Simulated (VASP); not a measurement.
# CaSe (Fm-3m) in VASP: further runs, part 2 of 2

VASP 6.6.1. The steps go on from the part before.

## 3. Single point, r2SCAN

INCAR reads:

```
ADDGRID = F ; ALGO = Normal
EDIFF = 1E-6 ; ENCUT = 450
ISIF = 2 ; ISMEAR = 0
LASPH = T ; LCHARG = F
LMIXTAU = T ; LREAL = F
LWAVE = F ; METAGGA = R2SCAN
NBANDS = 15 ; NELM = 100
PREC = Accurate ; SIGMA = 0.05
```

KPOINTS reads:

```
k-points
0
Gamma
  3 3 3
```

POSCAR reads:

```
CaSe
1.0
    0.0000000000      2.9560000000      2.9560000000
    2.9560000000      0.0000000000      2.9560000000
    2.9560000000      2.9560000000      0.0000000000
Se Ca
1 1
Direct
    0.5137070000      0.4880300000      0.5023060000
    0.0084580000     -0.0027510000     -0.0091450000
```

Potentials or basis: VASP PAW PBE potentials, release 64 (Se, Ca_sv).

On the command line:

```sh
cat potpaw_PBE.64/Se/POTCAR potpaw_PBE.64/Ca_sv/POTCAR > POTCAR
mpirun -np 1 vasp_std > vasp.out
```

OUTCAR:

```text
EDIFF = 1E-6
   ENCUT = 450
   ISIF = 2
   ISMEAR = 0
   LASPH = T
   LREAL = F
   METAGGA = R2SCAN
   NELM = 100
   PREC = Accurate

 Found     14 irreducible k-points:

 Following reciprocal coordinates:
            Coordinates               Weight
  0.000000  0.000000  0.000000      1.000000
  0.333333  0.000000  0.000000      2.000000
  0.000000  0.333333  0.000000      2.000000
  0.000000  0.000000  0.333333      2.000000
  0.333333  0.333333  0.333333      2.000000
  0.333333  0.333333  0.000000      2.000000
   k-points           NKPTS =     14   k-points in BZ     NKDIM =     14   number of bands    NBANDS=     15
   number of dos      NEDOS =    301   number of ions     NIONS =      2
   total plane-waves  NPLWV =  27000
   dimension x,y,z NGX =    30 NGY =   30 NGZ =   30
   dimension x,y,z NGXF=    60 NGYF=   60 NGZF=   60
   ions per type =               1   1
   NGX,Y,Z   is equivalent  to a cutoff of  11.93, 11.93, 11.93 a.u.
   NGXF,Y,Z  is equivalent  to a cutoff of  23.86, 23.86, 23.86 a.u.
 SYSTEM =  unknown system
   PREC   = accura    normal or accurate (medium, high low for compatibility)
   ISTART =      0    job   : 0-new  1-cont  2-samecut
   ICHARG =      2    charge: 1-file 2-atom 10-const
   ISPIN  =      1    spin polarized calculation?
   LNONCOLLINEAR =      F non collinear calculations
   LSORBIT =      F    spin-orbit coupling
   LASPH  =      T    aspherical Exc in radial PAW
   ENCUT  =  450.0 eV  33.07 Ry    5.75 a.u.   7.23  7.23  7.23*2*pi/ulx,y,z
   NELM   =    100;   NELMIN=  2; NELMDL= -5     # of ELM steps
   EDIFF  = 0.1E-05   stopping-criterion for ELM
   LREAL  =      F    real-space projection
   EDIFFG = 0.1E-04   stopping-criterion for IOM
   NSW    =      0    number of steps for IOM
   IBRION =     -1    ionic relax: 0-MD 1-quasi-New 2-CG
   NFREE  =      0    steps in history (QN), initial steepest desc. (CG)
   ISIF   =      2    stress and relaxation
   ISYM   =      2    0-nonsym 1-usesym 2-fastsym
   POTIM  = 0.5000    time-step for ionic-motion
   TEBEG  =    0.0;   TEEND  =   0.0 temperature during run
   PSTRESS=    0.0 pullay stress
   NELECT =      16.0000    total number of electrons
   NUPDOWN=      -1.0000    fix difference up-down
   EMIN   =  10.00;   EMAX   =-10.00  energy-range for DOS
   EFERMI =   0.00;   METHOD = LEGACY
   ISMEAR =     0;   SIGMA  =   0.05  broadening in eV -4-tet -1-fermi 0-gaus
   EFERMI_NEDOS =   21; number of points for ismear=-14 and -15
   IALGO  =     38    algorithm
   IMIX   =      4    mixing-type and parameters
     AMIX     =   0.40;   BMIX     =  1.00
     AMIX_MAG =   1.60;   BMIX_MAG =  1.00
  volume/ion in A,a.u.               =      25.83       174.30
  Fermi-wavevector in a.u.,A,eV,Ry     =   1.107645  2.093145 16.692666  1.226876
  Thomas-Fermi vector in A             =   2.244161
   LORBIT       =      0    0 simple, 1 ext, 2 COOP (PROOUT), +10 PAW based schemes
   METAGGA = R2SCAN    functional components
   LHFCALC =     F    Hartree Fock is set to
   AEXX    =    0.0000 exact exchange contribution
   IVDW    =     0    specifies the selected vdW correction
   LEPSILON=     F    determine dielectric tensor
   LRPA    =     F    only Hartree local field effects (RPA)
 non-spin polarized calculation
 Gauss-broadening in eV      SIGMA  =   0.05
  energy-cutoff  :      450.00
  volume of cell :       51.66
 maximum number of plane-waves:      1139
 NGX is ok and might be reduce to    30
   NGX = 15   NGY = 15   NGZ = 15

 number of electron      16.0000001 magnetization

 Free energy of the ion-electron system (eV)
  ---------------------------------------------------
  ext. energy  EPLUGINS =         0.00000000
  ---------------------------------------------------
  free energy    TOTEN  =       -25.89571283 eV

  energy without entropy =      -25.89571283  energy(sigma->0) =      -25.89571283

 E-fermi :   2.5643     XC(G=0):  -9.5754

 val. band max:        2.2304818487   @ k =   0.0000   0.0000   0.0000
 cond. band min:       5.0265477824   @ k =   0.3333   0.0000   0.3333
 fundamental gap:      2.7960659336
 Fermi energy:         2.5642710499

 k-point     1 :       0.0000    0.0000    0.0000
  band No.  band energies     occupation
      1     -39.1047      2.00000
      2     -19.2165      2.00000
      3     -19.2161      2.00000
      4     -19.2160      2.00000
      5      -9.9577      2.00000
      6       2.2287      2.00000
      7       2.2304      2.00000
      8       2.2305      2.00000
      9       6.3618      0.00000
     10       6.4241      0.00000
     11       6.4293      0.00000
     12       6.4309      0.00000
     13       7.0214      0.00000
     14       7.0315      0.00000
     15      12.6714      0.00000

 k-point     2 :       0.3333    0.0000    0.0000
  band No.  band energies     occupation
      1     -39.0996      2.00000
      2     -19.3046      2.00000
      3     -19.2218      2.00000
      4     -19.2214      2.00000
      5      -9.4276      2.00000
      6      -0.4398      2.00000
      7       1.2704      2.00000
      8       1.2721      2.00000
      9       6.7264      0.00000
     10       7.6513      0.00000
     11       7.6520      0.00000
     12       8.9879      0.00000
     13       9.2381      0.00000
     14       9.2464      0.00000
     15      12.3975      0.00000

 k-point     3 :       0.0000    0.3333    0.0000
  band No.  band energies     occupation
      1     -39.0996      2.00000
      2     -19.3046      2.00000
      3     -19.2217      2.00000
      4     -19.2215      2.00000
      5      -9.4277      2.00000
      6      -0.4397      2.00000
      7       1.2694      2.00000
      8       1.2710      2.00000
      9       6.7289      0.00000
     10       7.6522      0.00000
     11       7.6531      0.00000
     12       8.9902      0.00000
     13       9.2379      0.00000
     14       9.2446      0.00000
     15      12.3975      0.00000

 k-point     4 :       0.0000    0.0000    0.3333
  band No.  band energies     occupation
      1     -39.0996      2.00000
      2     -19.3046      2.00000
      3     -19.2217      2.00000
      4     -19.2214      2.00000
      5      -9.4277      2.00000
      6      -0.4396      2.00000
      7       1.2691      2.00000
      8       1.2696      2.00000
      9       6.7308      0.00000
     10       7.6533      0.00000
     11       7.6537      0.00000
     12       8.9921      0.00000
     13       9.2374      0.00000
     14       9.2435      0.00000
     15      12.3984      0.00000

 k-point     5 :       0.3333    0.3333    0.3333
  band No.  band energies     occupation
      1     -39.0996      2.00000
      2     -19.3046      2.00000
      3     -19.2218      2.00000
      4     -19.2215      2.00000
      5      -9.4276      2.00000
      6      -0.4398      2.00000
      7       1.2698      2.00000
      8       1.2716      2.00000
      9       6.7276      0.00000
     10       7.6517      0.00000
     11       7.6526      0.00000
     12       8.9891      0.00000
     13       9.2380      0.00000
     14       9.2455      0.00000
     15      12.3961      0.00000

 k-point     6 :       0.3333    0.3333    0.0000
  band No.  band energies     occupation
      1     -39.0980      2.00000
      2     -19.2835      2.00000
      3     -19.2414      2.00000
      4     -19.2408      2.00000
      5      -9.4417      2.00000
      6      -0.2346      2.00000
      7       1.4225      2.00000
      8       1.4267      2.00000
      9       5.0325      0.00000
     10       7.5941      0.00000
     11       7.8193      0.00000
     12       8.6376      0.00000
     13       8.6414      0.00000
     14      10.0703      0.00000
     15      12.4217      0.00000

 [... further k-points ...]
[... 5 lines left out ...]
  --------------------------------------------------------------------------------------
  -------------------------------------------------------------------------------------
  Total        0.4094086      0.4644266      0.4118629     -0.0014308      0.0023192     -0.0001230
  in kB       12.6976768     14.4040415     12.7737959     -0.0443761      0.0719278     -0.0038161
  external PRESSURE =      13.2918381 kB  Pullay stress =       0.0000000 kB

 VOLUME and BASIS-vectors are now :
 -----------------------------------------------------------------------------
  energy-cutoff  :      450.00
  volume of cell :       51.66
      direct lattice vectors                 reciprocal lattice vectors
     0.000000000  2.956000000  2.956000000    -0.169147497  0.169147497  0.169147497
     2.956000000  0.000000000  2.956000000     0.169147497 -0.169147497  0.169147497
     2.956000000  2.956000000  0.000000000     0.169147497  0.169147497 -0.169147497

 POSITION                                       TOTAL-FORCE (eV/Angst)
 -----------------------------------------------------------------------------------
      2.92743      3.00333      2.96113        -0.019395     -0.149517      0.035673
      5.87684      2.95397      2.97287         0.019395      0.149517     -0.035673
 -----------------------------------------------------------------------------------
    total drift:                               -0.002569     -0.002797     -0.002794

  FREE ENERGIE OF THE ION-ELECTRON SYSTEM (eV)
  ---------------------------------------------------
  free  energy   TOTEN  =       -25.8957128300 eV

  energy  without entropy=      -25.8957128300  energy(sigma->0) =      -25.89571283
```

OSZICAR:

```text
N       E                     dE             d eps       ncg     rms          rms(c)
DAV:   1     0.856498703085E+02    0.85650E+02   -0.68734E+03   420   0.892E+02
DAV:   2    -0.242655142469E+02   -0.10992E+03   -0.10440E+03   532   0.246E+02
DAV:   3    -0.286673304446E+02   -0.44018E+01   -0.43448E+01   600   0.456E+01
DAV:   4    -0.288552743887E+02   -0.18794E+00   -0.18775E+00   556   0.839E+00
DAV:   5    -0.288574140363E+02   -0.21396E-02   -0.21395E-02   592   0.727E-01    0.411E+00
DAV:   6    -0.255994566064E+02    0.32580E+01   -0.22107E+00   553   0.122E+01    0.312E+00
DAV:   7    -0.262552381696E+02   -0.65578E+00   -0.82347E-01   525   0.853E+00    0.842E-01
DAV:   8    -0.259604611269E+02    0.29478E+00   -0.41877E-01   546   0.625E+00    0.489E-01
DAV:   9    -0.258215916433E+02    0.13887E+00   -0.32565E-01   504   0.507E+00    0.329E-01
DAV:  10    -0.258910112048E+02   -0.69420E-01   -0.67877E-02   476   0.224E+00    0.981E-02
DAV:  11    -0.258939346379E+02   -0.29234E-02   -0.65988E-03   490   0.772E-01    0.112E-01
DAV:  12    -0.258891011104E+02    0.48335E-02   -0.39597E-03   490   0.601E-01    0.629E-02
DAV:  13    -0.258947832460E+02   -0.56821E-02   -0.23792E-03   448   0.465E-01    0.233E-02
DAV:  14    -0.258957117347E+02   -0.92849E-03   -0.39622E-04   546   0.200E-01    0.711E-03
DAV:  15    -0.258957135490E+02   -0.18143E-05   -0.11556E-05   573   0.231E-02    0.878E-03
DAV:  16    -0.258957128300E+02    0.71900E-06   -0.14888E-07   427   0.342E-03
   1 F= -.25895713E+02 E0= -.25895713E+02  d E =-.119290E-21
```

It took 39 s on 1 thread of Intel Xeon Platinum 8488C (Sapphire Rapids), shared host; peak memory 0.17 GiB.

The run converged, but some of its settings lie outside the range that counts as converged, so its numbers aren't taken as properties of the crystal.

Results:

```
Free energy            : -25.8957 eV
Pressure               : 1.3 GPa
Largest force          : 0.155 eV/Å
Band gap on the k mesh : 2.80 eV, indirect (least direct gap 3.60 eV)
```

Caveat: the k mesh is coarse (spacing up to 0.61 Å⁻¹), so the values aren't converged; the PAW data sets were made with another functional, which shifts forces and pressure a little; an odd mesh through Γ misses points on the zone boundary, where band edges often lie.

## 4. Single point, r2SCAN

Changes to INCAR since step 3:

```diff
@@ -1,3 +1,3 @@
 ADDGRID = F ; ALGO = Normal
-EDIFF = 1E-6 ; ENCUT = 450
+EDIFF = 1E-6 ; ENCUT = 300
 ISIF = 2 ; ISMEAR = 0
```

KPOINTS reads:

```
k-points
0
Gamma
  4 4 4
```

POSCAR reads:

```
CaSe
1.0
    0.0000000000      2.9560000000      2.9560000000
    2.9560000000      0.0000000000      2.9560000000
    2.9560000000      2.9560000000      0.0000000000
Se Ca
1 1
Direct
    0.5000000000      0.5000000000      0.5000000000
    0.0000000000      0.0000000000      0.0000000000
```

On the command line:

```sh
cat potpaw_PBE.64/Se/POTCAR potpaw_PBE.64/Ca_sv/POTCAR > POTCAR
mpirun -np 1 vasp_std > vasp.out
```

Run time: 41 s. Hardware: 1 thread of Intel Xeon Platinum 8488C (Sapphire Rapids), shared host; peak memory 0.13 GiB.

These settings aren't checked as converged: the numbers below hold their error.

What came out:

| Quantity | Value |
| --- | --- |
| Free energy | -25.9698 eV |
| Band gap on the k mesh | 2.48 eV, indirect (least direct gap 3.43 eV) |

Caveat: the k mesh is coarse (spacing up to 0.46 Å⁻¹), so the values aren't converged; the cutoff is under 1.25 times the usual one of these potentials, so pressure, stress and relaxed cells hold a basis-set (Pulay) error; the PAW data sets were made with another functional, which shifts forces and pressure a little.

## 5. Single point, r2SCAN

INCAR is that of step 4.

KPOINTS is that of step 4.

POSCAR reads:

```
CaSe
1.0
    0.0000000000      2.9560000000      2.9560000000
    2.9560000000      0.0000000000      2.9560000000
    2.9560000000      2.9560000000      0.0000000000
Se Ca
1 1
Direct
    0.5137070000      0.4880300000      0.5023060000
    0.0084580000     -0.0027510000     -0.0091450000
```

On the command line:

```sh
cat potpaw_PBE.64/Se/POTCAR potpaw_PBE.64/Ca_sv/POTCAR > POTCAR
mpirun -np 1 vasp_std > vasp.out
```

Run time: 35 s. Hardware: 1 thread of Intel Xeon Platinum 8488C (Sapphire Rapids), shared host; peak memory 0.14 GiB.

These settings aren't checked as converged: the numbers below hold their error.

Results:

```
Free energy            : -25.9651 eV
Largest force          : 0.172 eV/Å
Band gap on the k mesh : 2.49 eV, indirect (least direct gap 3.43 eV)
```

Caveat: the k mesh is coarse (spacing up to 0.46 Å⁻¹), so the values aren't converged; the cutoff is under 1.25 times the usual one of these potentials, so pressure, stress and relaxed cells hold a basis-set (Pulay) error; the PAW data sets were made with another functional, which shifts forces and pressure a little.

## 6. Single point, r2SCAN

Changes to INCAR since step 5:

```diff
@@ -1,3 +1,3 @@
 ADDGRID = F ; ALGO = Normal
-EDIFF = 1E-6 ; ENCUT = 300
+EDIFF = 1E-6 ; ENCUT = 550
 ISIF = 2 ; ISMEAR = 0
```

KPOINTS reads:

```
k-points
0
Gamma
  3 3 3
```

POSCAR reads:

```
CaSe
1.0
    0.0000000000      2.9560000000      2.9560000000
    2.9560000000      0.0000000000      2.9560000000
    2.9560000000      2.9560000000      0.0000000000
Se Ca
1 1
Direct
    0.5000000000      0.5000000000      0.5000000000
    0.0000000000      0.0000000000      0.0000000000
```

Potentials or basis: VASP PAW PBE potentials, release 64 (Se, Ca_sv).

On the command line:

```sh
cat potpaw_PBE.64/Se/POTCAR potpaw_PBE.64/Ca_sv/POTCAR > POTCAR
mpirun -np 1 vasp_std > vasp.out
```

Wall time 29 s (1 thread of Intel Xeon Platinum 8488C (Sapphire Rapids), shared host); peak memory 0.18 GiB.

These settings aren't checked as converged: the numbers below hold their error.

Results:

```yaml
Free_energy: -25.9014 eV
Pressure: 1.3 GPa
Band_gap_on_the_k_mesh: 2.79 eV, indirect (least direct gap 3.60 eV)
```

Caveat: the k mesh is coarse (spacing up to 0.61 Å⁻¹), so the values aren't converged; the PAW data sets were made with another functional, which shifts forces and pressure a little; an odd mesh through Γ misses points on the zone boundary, where band edges often lie.

## 7. The reference run

An earlier run on the cell as given: functional PBEsol; potentials or basis VASP PAW PBE potentials, release 64 (Se, Ca_sv); cutoff 520 eV; k mesh 8 × 8 × 8; occupations fermi-dirac, width 0.05 eV; no spin polarisation.

* Pressure: -0.9 GPa
* Band gap on the k mesh: 1.92 eV, indirect (least direct gap 2.87 eV)
